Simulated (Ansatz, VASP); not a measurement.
## One calculation of TiC, two programs

```
Ti C
1.0
     0.00000    2.14948    2.14948
     2.14948    0.00000    2.14948
     2.14948    2.14948    0.00000
Ti C
1 1
Direct
  0.00000 0.00000 0.00000
  0.50000 0.50000 0.50000
```

Change from the starting cell: volume scaled by 0.98, PAW files.

Alike in both runs: task electric field gradients; functional PBE; k mesh 16 × 16 × 16; occupations fermi-dirac, width 0.03 eV; no spin polarisation.

|  | VASP | Ansatz |
| --- | --- | --- |
| version | VASP 6.6.1 | Ansatz 0.2.0 |
| potentials or method | VASP PAW PBE potentials, release 64 (Ti_sv, C) | PAW with Ansatz's default frozen-core files, scalar-relativistic |
| plane-wave cutoff (eV) | 520 | 420 |
| valence electrons in the cell | 16 | 16 |

Ansatz gave:

* pressure (GPa): 6.2
* Vzz of the field gradient on the site that differs most (V/Å²): 0.0

Task: What did VASP give for the same quantities?

Result: Pressure (GPa): 6.4; Vzz of the field gradient on the site that differs most (V/Å²): 0.0.
